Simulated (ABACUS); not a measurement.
# AlNi (Pm-3m) in ABACUS: further runs, part 2 of 2

ABACUS 3.10.1. Earlier steps stand in the parts before.

**4. Single point, PBE, collinear spin, ferromagnetic start**

INPUT

```
INPUT_PARAMETERS
suffix              AlNi
calculation         scf
basis_type          pw
pseudo_dir          ./
symmetry            1
dft_functional      pbe
ecutwfc             98
pseudo_rcut         7
nspin               2
nbands              16
ks_solver           dav
smearing_method     fd
smearing_sigma      0.00367493
scf_thr             1e-08
scf_nmax            100
mixing_type         broyden
mixing_beta         0.4
cal_force           1
cal_stress          1
kpar                4
```

STRU

```
ATOMIC_SPECIES
Ni 58.6934 Ni.upf
Al 26.9815 Al.upf

LATTICE_CONSTANT
1.8897261246

LATTICE_VECTORS
2.8810000000 0.0000000000 0.0000000000
0.0000000000 2.8810000000 0.0000000000
0.0000000000 0.0000000000 2.8810000000

ATOMIC_POSITIONS
Direct

Ni
0.0
1
0.5000000000 0.5000000000 0.5000000000 1 1 1 mag 1

Al
0.0
1
0.0000000000 0.0000000000 0.0000000000 1 1 1 mag 0
```

KPT

```
K_POINTS
0
Gamma
6 6 6 0 0 0
```

Potentials or basis: PseudoDojo NC SR 0.4.1 PBE standard, plane waves.

On the command line:

```
> OMP_NUM_THREADS=1 mpirun -np 4 abacus > log
```

running log:

```text
ABACUS v3.10.1

               Atomic-orbital Based Ab-initio Computation at UStc

 ------------------------------------------------------------------------------------

 READING GENERAL INFORMATION
                           global_out_dir = OUT.AlNi/
                           global_in_card = INPUT
                               pseudo_dir = ./
                              orbital_dir =
                                    DSIZE = 4
                                    GSIZE = 1

 READING UNITCELL INFORMATION
                                    ntype = 2
                  lattice constant (Bohr) = 1.88973
              lattice constant (Angstrom) = 1

 READING ATOM TYPE 1
                               atom label = Ni
                      L=0, number of zeta = 1
                      L=1, number of zeta = 1
                      L=2, number of zeta = 1
             number of atom for this type = 1
               magnetization of element 1 = 1

 READING ATOM TYPE 2
                               atom label = Al
                      L=0, number of zeta = 1
                      L=1, number of zeta = 1
                      L=2, number of zeta = 1
             number of atom for this type = 1
               magnetization of element 2 = 0

                        TOTAL ATOM NUMBER = 2
DIRECT COORDINATES
    atom                   x                   y                   z     mag                  vx                  vy                  vz
taud_Ni1            0.5000000000        0.5000000000        0.5000000000  1.0000        0.0000000000        0.0000000000        0.0000000000
taud_Al1            0.0000000000        0.0000000000        0.0000000000  0.0000        0.0000000000        0.0000000000        0.0000000000

                          Volume (Bohr^3) = 161.371
                             Volume (A^3) = 23.9127

 Lattice vectors: (Cartesian coordinate: in unit of a_0)
               +2.881                  +0                  +0
                   +0              +2.881                  +0
                   +0                  +0              +2.881
 Reciprocal vectors: (Cartesian coordinate: in unit of 2 pi/a_0)
            +0.347102                  -0                  +0
                   -0           +0.347102                  -0
                   +0                  -0           +0.347102
 The esolver type has been set to : ksdft_pw

                PAO radial cut off (Bohr) = 7

 Read in pseudopotential file is Ni.upf
                     pseudopotential type = NC
[... 227 lines left out ...]
 E_Harris       -332.7581037604      -4527.4062668171
 E_Fermi        1.0039200678         13.6590332580
----------------------------------------------------------
[... 135 lines left out ...]
 Density error is 4.79840210205e-09
                          Error Threshold = 1.11060697965e-10
----------------------------------------------------------
     Energy           Rydberg                 eV
----------------------------------------------------------
 E_KohnSham     -340.3109114652      -4630.1674875008
 E_KS(sigma->0) -340.3105501433      -4630.1625714635
 E_Harris       -340.3106830310      -4630.1643794937
 E_band         -24.4813176403       -333.0854144557
 E_one_elec     -233.6444030900      -3178.8951878328
 E_Hartree      127.9714055270       1741.1402962360
 E_xc           -45.1860290125       -614.7874645636
 E_Ewald        -189.4511622458      -2577.6152992658
 E_entropy(-TS) -0.0007226439        -0.0098320745
 E_descf        0.0000000000         0.0000000000
 E_exx          0.0000000000         0.0000000000
 E_Fermi        1.0439800886         14.2040778038
----------------------------------------------------------

 charge density convergence is achieved
 final etot is -4630.1674875 eV
 EFERMI = 14.204077804 eV

 STATE ENERGY(eV) AND OCCUPATIONS    NSPIN == 2
SPIN UP :
 1/5 kpoint (Cartesian) = 0.0000 0.0000 0.0000 (2601 pws)
       1       -89.2180     0.00462963
       2       -49.5949     0.00462963
       3       -49.5949     0.00462963
       4       -49.5949     0.00462963
       5        3.00195     0.00462963
       6        10.9136     0.00462963
[... 8 lines left out ...]
      15        22.2757    3.60191e-73
      16        27.8669        0.00000
[... 58 lines left out ...]
       3       -49.6000      0.0555556
       4       -49.5940      0.0555556
       5        4.01180      0.0555556
       6        10.9406      0.0555556
[... 8 lines left out ...]
      15        26.9411        0.00000
      16        28.2888        0.00000

SPIN DOWN :
 1/5 kpoint (Cartesian) = 0.0000 0.0000 0.0000 (2601 pws)
       1       -89.2180     0.00462963
       2       -49.5949     0.00462963
       3       -49.5949     0.00462963
       4       -49.5949     0.00462963
       5        3.00206     0.00462963
       6        10.9137     0.00462963
[... 8 lines left out ...]
      15        22.2758    3.59172e-73
      16        27.8669        0.00000

[... levels at 4 further k points ...]

------------------------------------------------------------------------------------------
 TOTAL-FORCE (eV/Angstrom)
------------------------------------------------------------------------------------------
                       Ni1         0.0000000000         0.0000000000         0.0000000000
                       Al1         0.0000000000         0.0000000000         0.0000000000
------------------------------------------------------------------------------------------

----------------------------------------------------------------
 TOTAL-STRESS (KBAR)
----------------------------------------------------------------
        22.1729114138         0.0000000000        -0.0000000000
         0.0000000000        22.1729114138         0.0000000000
        -0.0000000000        -0.0000000000        22.1729114138
----------------------------------------------------------------
 TOTAL-PRESSURE: 22.172911 KBAR

 --------------------------------------------
 !FINAL_ETOT_IS -4630.1674875007529408 eV
 --------------------------------------------
```

It took 16 s on 4 MPI ranks of Intel Xeon Platinum 8175M at 2.50GHz (Skylake/Cascade Lake), shared host; peak memory 0.36 GiB.

What came out:

| Property | Result |
| --- | --- |
| Free energy | -4630.1675 eV |
| Pressure | 2.2 GPa |
| Band gap on the k mesh | none (metal or under the smearing width) |
| Net moment | 0.00 μB per cell |
| Absolute moment | 0.00 μB per cell |

Caveat: the k mesh is coarse (spacing up to 0.36 Å⁻¹), so the values aren't converged.

**5. Single point, PBE, collinear spin, ferromagnetic start (cell strained by +0.03 along c)**

INPUT is that of step 4.

STRU: that of step 4 with these lines changed.

```diff
@@ -10,3 +10,3 @@
 0.0000000000 2.8810000000 0.0000000000
-0.0000000000 0.0000000000 2.8810000000
+0.0000000000 0.0000000000 2.9674300000
```

KPT is that of step 4.

On the command line:

```
> OMP_NUM_THREADS=1 mpirun -np 4 abacus > log
```

Wall time 30 s (4 MPI ranks of Intel Xeon Platinum 8175M at 2.50GHz (Skylake/Cascade Lake), shared host); peak memory 0.4 GiB.

Results (log left out):

| Property | Result |
| --- | --- |
| Free energy | -4630.1673 eV |
| Pressure | -2.5 GPa |
| Band gap on the k mesh | none (metal or under the smearing width) |
| Net moment | 0.00 μB per cell |
| Absolute moment | 0.00 μB per cell |

Stress tensor (GPa, compression positive):
```
-2.51  0.00  0.00
 0.00 -2.51  0.00
 0.00  0.00 -2.43
```

Levels at points of the mesh, in eV from the Fermi level:
Spin up:
```
           k point  band 9  band 10  band 11
(0.00, 0.00, 0.00)   -1.58    -1.51     4.62
(0.50, 0.00, 0.00)   -2.19    -1.49    -0.64
(0.50, 0.50, 0.00)   -2.14    -2.14    -1.02
(0.00, 0.00, 0.50)   -2.18    -1.44    -0.83
(0.50, 0.00, 0.50)   -2.05    -2.01    -1.07
(0.50, 0.50, 0.50)   -1.00     1.91     1.96
```
Spin down:
```
           k point  band 9  band 10  band 11
(0.00, 0.00, 0.00)   -1.58    -1.51     4.62
(0.50, 0.00, 0.00)   -2.19    -1.49    -0.64
(0.50, 0.50, 0.00)   -2.14    -2.14    -1.02
(0.00, 0.00, 0.50)   -2.18    -1.44    -0.83
(0.50, 0.00, 0.50)   -2.05    -2.01    -1.07
(0.50, 0.50, 0.50)   -1.00     1.91     1.96
```

Caveat: the k mesh is coarse (spacing up to 0.36 Å⁻¹), so the values aren't converged.

**6. Single point, PBE, collinear spin, ferromagnetic start (cell strained by +0.06 along c)**

INPUT is that of step 5.

STRU: that of step 5 with these lines changed.

```diff
@@ -10,3 +10,3 @@
 0.0000000000 2.8810000000 0.0000000000
-0.0000000000 0.0000000000 2.9674300000
+0.0000000000 0.0000000000 3.0538600000
```

KPT is that of step 5.

Potentials or basis: PseudoDojo NC SR 0.4.1 PBE standard, plane waves.

On the command line:

```
> OMP_NUM_THREADS=1 mpirun -np 4 abacus > log
```

Wall time 33 s (4 MPI ranks of Intel Xeon Platinum 8175M at 2.50GHz (Skylake/Cascade Lake), shared host); peak memory 0.4 GiB.

The run converged. Its results:

- Free energy: -4630.1486 eV
- Pressure: -6.4 GPa
- Band gap on the k mesh: none (metal or under the smearing width)
- Net moment: 0.00 μB per cell
- Absolute moment: 0.00 μB per cell

Stress tensor (GPa, compression positive):
```
-6.70  0.00  0.00
 0.00 -6.70  0.00
 0.00  0.00 -5.94
```

Levels at points of the mesh, in eV from the Fermi level:
Spin up:
```csv
k point,band 9,band 10,band 11
"(0.00, 0.00, 0.00)",-1.53,-1.42,3.90
"(0.50, 0.00, 0.00)",-2.06,-1.43,-0.57
"(0.50, 0.50, 0.00)",-2.12,-2.12,-0.96
"(0.00, 0.00, 0.50)",-2.05,-1.36,-0.92
"(0.50, 0.00, 0.50)",-1.95,-1.88,-1.05
"(0.50, 0.50, 0.50)",-0.94,1.92,2.01
```
Spin down:
```
           k point  band 8  band 9  band 10  band 11
(0.00, 0.00, 0.00)   -1.53   -1.53    -1.42     3.90
(0.50, 0.00, 0.00)   -2.35   -2.06    -1.43    -0.57
(0.50, 0.50, 0.00)   -2.56   -2.12    -2.12    -0.96
(0.00, 0.00, 0.50)   -2.05   -2.05    -1.36    -0.92
(0.50, 0.00, 0.50)   -2.78   -1.95    -1.88    -1.05
(0.50, 0.50, 0.50)   -1.03   -0.94     1.92     2.01
```

Caveat: the k mesh is coarse (spacing up to 0.36 Å⁻¹), so the values aren't converged.

**7. Overview**

```tsv
cell	gap on the mesh (eV)	pressure (GPa)	moment (μB)
cell strained by -0.06 along c	none	14.3	0.00
cell strained by -0.03 along c	none	7.7	0.00
as given	none	2.2	0.00
cell strained by +0.03 along c	none	-2.5	0.00
cell strained by +0.06 along c	none	-6.4	0.00
```

Alike in all rows: task single point; level PBE; potentials or basis PseudoDojo NC SR 0.4.1 PBE standard, plane waves; spin collinear, ferromagnetic start; k mesh 6 × 6 × 6; cutoff (eV) 1333; smearing fermi-dirac 0.05 eV; the mesh is coarse, so values aren't converged.

Caveats: all runs use coarse meshes.

Absolute energies hang on the potentials; compare differences alone.
